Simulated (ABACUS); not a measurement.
# LiH (Fm-3m) in ABACUS: single point with PBE

Aim: the single point of LiH with PBE.

Everything below comes from runs of ABACUS 3.10.1. Logs are shortened: lines on timing, memory, paths and dates and some standing lists are left out, and cuts for length are marked.

**1. The structure**

It takes space group Fm-3m (No. 225, cubic). Conventional cell: a = 4.074 Å, b = 4.074 Å, c = 4.074 Å, α = 90.00°, β = 90.00°, γ = 90.00°. Li (site symmetry m-3m) has 6 H at 2.04 Å as nearest neighbours. Around H (site symmetry m-3m) lie 6 Li at 2.04 Å.

**2. Single point, PBE**

run_abacus.py

```python
"""ABACUS run from a structure file: ASE reads it, the script writes STRU, KPT and INPUT."""
import re
import subprocess
import spglib
from ase import Atoms
from ase.io import read
from ase.units import Bohr

atoms = read("LiH.cif")
cell, frac, numbers = spglib.standardize_cell((atoms.cell[:], atoms.get_scaled_positions(), atoms.numbers), to_primitive=True, symprec=1e-4)
atoms = Atoms(numbers=numbers, cell=cell, scaled_positions=frac, pbc=True)  # the primitive cell
atoms = atoms[(-atoms.numbers).argsort(kind="stable")]  # ABACUS lists atoms element by element
pseudo = {'Li': 'Li.upf', 'H': 'H.upf'}
orbital = {}
magmoms = None
kmesh = [9, 9, 9]
params = {
    'suffix': 'LiH',
    'calculation': 'scf',
    'basis_type': 'pw',
    'pseudo_dir': './',
    'symmetry': 1,
    'dft_functional': 'pbe',
    'ecutwfc': 97,
    'pseudo_rcut': 10,
    'nspin': 1,
    'nbands': 12,
    'ks_solver': 'dav',
    'smearing_method': 'fd',
    'smearing_sigma': 0.00367493,
    'scf_thr': 1e-08,
    'scf_nmax': 100,
    'mixing_type': 'broyden',
    'mixing_beta': 0.7,
    'cal_force': 1,
    'cal_stress': 1,
    'out_chg': 1,
    'out_pot': 2,
    'out_elf': 1,
}

symbols = atoms.get_chemical_symbols()
elements = list(dict.fromkeys(symbols))
lines = ["ATOMIC_SPECIES"] + [f"{e} {atoms.get_masses()[symbols.index(e)]:.4f} {pseudo[e]}" for e in elements]
if orbital:
    lines += ["", "NUMERICAL_ORBITAL"] + [orbital[e] for e in elements]
lines += ["", "LATTICE_CONSTANT", f"{1 / Bohr:.10f}", "", "LATTICE_VECTORS"]
lines += [" ".join(f"{x:.10f}" for x in v) for v in atoms.cell]
lines += ["", "ATOMIC_POSITIONS", "Direct"]
for e in elements:
    lines += ["", e, "0.0", str(symbols.count(e))]
    for i, p in enumerate(atoms.get_scaled_positions(wrap=False)):
        if symbols[i] == e:
            mag = "" if magmoms is None else " mag " + " ".join(str(x) for x in (magmoms[i] if isinstance(magmoms[i], list) else [magmoms[i]]))
            lines.append(" ".join(f"{x:.10f}" for x in p) + " 1 1 1" + mag)
open("STRU", "w").write("\n".join(lines) + "\n")
open("KPT", "w").write("K_POINTS\n0\nGamma\n%d %d %d 0 0 0\n" % tuple(kmesh))
open("INPUT", "w").write("INPUT_PARAMETERS\n" + "".join(f"{k:<20s}{v}\n" for k, v in params.items()))

done = subprocess.run(['mpirun', '-np', '4', 'abacus'])
if done.returncode:
    raise SystemExit(done.returncode)
log = open("OUT.LiH/running_scf.log").read()
print("final energy (eV):", re.findall(r"FINAL_ETOT_IS (\S+)", log))
```

LiH.cif

```cif
data_LiH
_cell_length_a 4.07350000
_cell_length_b 4.07350000
_cell_length_c 4.07350000
_cell_angle_alpha 90.00000000
_cell_angle_beta 90.00000000
_cell_angle_gamma 90.00000000
_space_group_name_H-M_alt 'Fm-3m'
_space_group_name_Hall '-F 4 2 3'
_space_group_IT_number 225
loop_
_space_group_symop_operation_xyz
'x,y,z'
'-x,-y,-z'
'-y,x,z'
'y,-x,-z'
'-x,-y,z'
'x,y,-z'
'y,-x,z'
'-y,x,-z'
'x,-y,-z'
'-x,y,z'
'-y,-x,-z'
'y,x,z'
'-x,y,-z'
'x,-y,z'
'y,x,-z'
'-y,-x,z'
'z,x,y'
'-z,-x,-y'
'z,-y,x'
'-z,y,-x'
'z,-x,-y'
'-z,x,y'
'z,y,-x'
'-z,-y,x'
'-z,x,-y'
'z,-x,y'
'-z,-y,-x'
'z,y,x'
'-z,-x,y'
'z,x,-y'
'-z,y,x'
'z,-y,-x'
'y,z,x'
'-y,-z,-x'
'x,z,-y'
'-x,-z,y'
'-y,z,-x'
'y,-z,x'
'-x,z,y'
'x,-z,-y'
'-y,-z,x'
'y,z,-x'
'-x,-z,-y'
'x,z,y'
'y,-z,-x'
'-y,z,x'
'x,-z,y'
'-x,z,-y'
'x,y+1/2,z+1/2'
'-x,-y+1/2,-z+1/2'
'-y,x+1/2,z+1/2'
'y,-x+1/2,-z+1/2'
[... 63 lines left out ...]
'-z+1/2,y,-x+1/2'
'z+1/2,-x,-y+1/2'
'-z+1/2,x,y+1/2'
'z+1/2,y,-x+1/2'
'-z+1/2,-y,x+1/2'
'-z+1/2,x,-y+1/2'
'z+1/2,-x,y+1/2'
'-z+1/2,-y,-x+1/2'
'z+1/2,y,x+1/2'
'-z+1/2,-x,y+1/2'
'z+1/2,x,-y+1/2'
'-z+1/2,y,x+1/2'
'z+1/2,-y,-x+1/2'
'y+1/2,z,x+1/2'
'-y+1/2,-z,-x+1/2'
'x+1/2,z,-y+1/2'
'-x+1/2,-z,y+1/2'
'-y+1/2,z,-x+1/2'
'y+1/2,-z,x+1/2'
'-x+1/2,z,y+1/2'
'x+1/2,-z,-y+1/2'
'-y+1/2,-z,x+1/2'
'y+1/2,z,-x+1/2'
'-x+1/2,-z,-y+1/2'
'x+1/2,z,y+1/2'
'y+1/2,-z,-x+1/2'
'-y+1/2,z,x+1/2'
'x+1/2,-z,y+1/2'
'-x+1/2,z,-y+1/2'
'x+1/2,y+1/2,z'
'-x+1/2,-y+1/2,-z'
'-y+1/2,x+1/2,z'
'y+1/2,-x+1/2,-z'
'-x+1/2,-y+1/2,z'
'x+1/2,y+1/2,-z'
'y+1/2,-x+1/2,z'
'-y+1/2,x+1/2,-z'
'x+1/2,-y+1/2,-z'
'-x+1/2,y+1/2,z'
'-y+1/2,-x+1/2,-z'
'y+1/2,x+1/2,z'
'-x+1/2,y+1/2,-z'
'x+1/2,-y+1/2,z'
'y+1/2,x+1/2,-z'
'-y+1/2,-x+1/2,z'
'z+1/2,x+1/2,y'
'-z+1/2,-x+1/2,-y'
'z+1/2,-y+1/2,x'
'-z+1/2,y+1/2,-x'
'z+1/2,-x+1/2,-y'
'-z+1/2,x+1/2,y'
'z+1/2,y+1/2,-x'
'-z+1/2,-y+1/2,x'
'-z+1/2,x+1/2,-y'
'z+1/2,-x+1/2,y'
'-z+1/2,-y+1/2,-x'
'z+1/2,y+1/2,x'
'-z+1/2,-x+1/2,y'
'z+1/2,x+1/2,-y'
'-z+1/2,y+1/2,x'
'z+1/2,-y+1/2,-x'
'y+1/2,z+1/2,x'
'-y+1/2,-z+1/2,-x'
'x+1/2,z+1/2,-y'
'-x+1/2,-z+1/2,y'
'-y+1/2,z+1/2,-x'
'y+1/2,-z+1/2,x'
'-x+1/2,z+1/2,y'
'x+1/2,-z+1/2,-y'
'-y+1/2,-z+1/2,x'
'y+1/2,z+1/2,-x'
'-x+1/2,-z+1/2,-y'
'x+1/2,z+1/2,y'
'y+1/2,-z+1/2,-x'
'-y+1/2,z+1/2,x'
'x+1/2,-z+1/2,y'
'-x+1/2,z+1/2,-y'
loop_
_atom_site_label
_atom_site_type_symbol
_atom_site_symmetry_multiplicity
_atom_site_Wyckoff_symbol
_atom_site_fract_x
_atom_site_fract_y
_atom_site_fract_z
_atom_site_occupancy
Li1 Li 4 a 0.0000000000 0.0000000000 0.0000000000 1
H1 H 4 b 0.5000000000 0.0000000000 0.0000000000 1
```

Potentials or basis: PseudoDojo NC SR 0.5 PBE stringent, plane waves.

Command:

```
$ OMP_NUM_THREADS=1 python run_abacus.py > log
```

running log:

```text
ABACUS v3.10.1

               Atomic-orbital Based Ab-initio Computation at UStc

 ------------------------------------------------------------------------------------

 READING GENERAL INFORMATION
                           global_out_dir = OUT.LiH/
                           global_in_card = INPUT
                               pseudo_dir = ./
[... 8 lines left out ...]

 READING ATOM TYPE 1
                               atom label = Li
                      L=0, number of zeta = 1
                      L=1, number of zeta = 1
                      L=2, number of zeta = 1
             number of atom for this type = 1

 READING ATOM TYPE 2
                               atom label = H
                      L=0, number of zeta = 1
                      L=1, number of zeta = 1
                      L=2, number of zeta = 1
             number of atom for this type = 1

                        TOTAL ATOM NUMBER = 2
DIRECT COORDINATES
    atom                   x                   y                   z     mag                  vx                  vy                  vz
taud_Li1            0.0000000000        0.0000000000        0.0000000000  0.0000        0.0000000000        0.0000000000        0.0000000000
taud_H1            0.5000000000        0.5000000000        0.5000000000  0.0000        0.0000000000        0.0000000000        0.0000000000

                          Volume (Bohr^3) = 114.035
                             Volume (A^3) = 16.8983

 Lattice vectors: (Cartesian coordinate: in unit of a_0)
                   +0            +2.03675            +2.03675
             +2.03675                  +0            +2.03675
             +2.03675            +2.03675                  +0
 Reciprocal vectors: (Cartesian coordinate: in unit of 2 pi/a_0)
            -0.245489           +0.245489           +0.245489
            +0.245489           -0.245489           +0.245489
            +0.245489           +0.245489           -0.245489
 The esolver type has been set to : ksdft_pw

                PAO radial cut off (Bohr) = 10

 Read in pseudopotential file is Li.upf
                     pseudopotential type = NC
          exchange-correlation functional = PBE
                 nonlocal core correction = 0
                        valence electrons = 3
                                     lmax = 1
                           number of zeta = 2
                     number of projectors = 4
                           L of projector = 0
                           L of projector = 0
                           L of projector = 1
                           L of projector = 1
                PAO radial cut off (Bohr) = 10

 Read in pseudopotential file is H.upf
                     pseudopotential type = NC
          exchange-correlation functional = PBE
                 nonlocal core correction = 0
                        valence electrons = 1
                                     lmax = 1
                           number of zeta = 1
                     number of projectors = 3
                           L of projector = 0
                           L of projector = 0
                           L of projector = 1
     initial pseudo atomic orbital number = 3
[... 155 lines left out ...]
 Li non-local projectors:
 projector 1 L=0
 projector 2 L=0
 projector 3 L=1
 projector 4 L=1
 H non-local projectors:
 projector 1 L=0
 projector 2 L=0
 projector 3 L=1
      TOTAL NUMBER OF NONLOCAL PROJECTORS = 13

 Init Non-Local PseudoPotential table :
 Init Non-Local-Pseudopotential done.

                                     npwx = 472

 Make real space PAO into reciprocal space.
       max mesh points in Pseudopotential = 1001
     dq(describe PAO in reciprocal space) = 0.01
                                    max q = 1186

 number of pseudo atomic orbitals for Li is 2
WARNING: norm of atomic wavefunction # 2 of atomic type Li is 0.997717, renormalized

 number of pseudo atomic orbitals for H is 1
WARNING: norm of atomic wavefunction # 1 of atomic type H is 0.999995, renormalized

 -------------------------------------------
 SELF-CONSISTENT
 -------------------------------------------
                                 init_chg = atomic

 PW ALGORITHM --------------- ION=   1  ELEC=   1--------------------------------

 Density error is 0.0517035590982
                          Error Threshold = 0.01
----------------------------------------------------------
     Energy           Rydberg                 eV
----------------------------------------------------------
 E_KohnSham     -15.8388378942       -215.4984450596
 E_Harris       -15.9957942332       -217.6339456066
 E_Fermi        0.0215903377         0.2937516146
----------------------------------------------------------
[... 39 lines left out ...]
 Density error is 2.08859699452e-09
                          Error Threshold = 1.71384703593e-09
----------------------------------------------------------
     Energy           Rydberg                 eV
----------------------------------------------------------
 E_KohnSham     -15.8426166603       -215.5498578100
 E_KS(sigma->0) -15.8426166603       -215.5498578100
 E_Harris       -15.8425644167       -215.5491469989
 E_band         -6.7255284462        -91.5055089293
 E_one_elec     -8.3324580014        -113.3689071643
 E_Hartree      3.5187315922         47.8747993865
 E_xc           -4.2234364443        -57.4628007835
 E_Ewald        -6.8054538068        -92.5929492487
 E_entropy(-TS) -0.0000000000        -0.0000000000
 E_descf        0.0000000000         0.0000000000
 E_exx          0.0000000000         0.0000000000
 E_Fermi        0.1751603661         2.3831790429
----------------------------------------------------------

 charge density convergence is achieved
 final etot is -215.54985781 eV
 EFERMI = 2.3831790429 eV
The vacuum level is 1.5772874698 eV

 STATE ENERGY(eV) AND OCCUPATIONS    NSPIN == 1
 1/35 kpoint (Cartesian) = 0.0000 0.0000 0.0000 (458 pws)
       1       -43.9291     0.00274348
       2       -4.88387     0.00274348
       3        15.8413        0.00000
       4        17.7706        0.00000
       5        17.7706        0.00000
       6        17.7706        0.00000
       7        22.4217        0.00000
       8        22.4217        0.00000
       9        22.4217        0.00000
      10        23.8836        0.00000
      11        28.2837        0.00000
      12        28.2837        0.00000
[... 57 lines left out ...]
 6/35 kpoint (Cartesian) = 0.0000 0.0000 0.054553 (463 pws)
       1       -43.9231      0.0164609
       2       -4.59416      0.0164609
       3        14.4268        0.00000
       4        15.9503        0.00000
       5        15.9503        0.00000
       6        18.5524        0.00000
       7        19.5058        0.00000
       8        24.5892        0.00000
       9        24.9696        0.00000
      10        24.9696        0.00000
      11        27.6943        0.00000
      12        28.8658        0.00000

[... levels at 29 further k points ...]

------------------------------------------------------------------------------------------
 TOTAL-FORCE (eV/Angstrom)
------------------------------------------------------------------------------------------
                       Li1         0.0000000000         0.0000000000         0.0000000000
                        H1         0.0000000000         0.0000000000         0.0000000000
------------------------------------------------------------------------------------------

----------------------------------------------------------------
 TOTAL-STRESS (KBAR)
----------------------------------------------------------------
       -16.8652606673         0.0000000000         0.0000000000
        -0.0000000000       -16.8652606673         0.0000000000
        -0.0000000000         0.0000000000       -16.8652606673
----------------------------------------------------------------
 TOTAL-PRESSURE: -16.865261 KBAR

 --------------------------------------------
 !FINAL_ETOT_IS -215.5498578100114742 eV
 --------------------------------------------
```

Wall time 6.4 s (4 MPI ranks of Intel Xeon Platinum 8488C (Sapphire Rapids), shared host); peak memory 0.36 GiB.

What came out:

* Free energy: -215.5499 eV
* Pressure: -1.7 GPa
* Band gap on the k mesh: 3.30 eV, direct

Levels at points of the mesh, in eV from the valence-band top:
| k point | band 1 | band 2 | band 3 | band 4 | band 5 | band 6 | band 7 |
| --- | --- | --- | --- | --- | --- | --- | --- |
| (0.00, 0.00, 0.00) | -44.24 | -5.19 | 15.53 | 17.46 | 17.46 | 17.46 | 22.11 |

Caveat: an odd mesh through Γ misses points on the zone boundary, where band edges often lie.
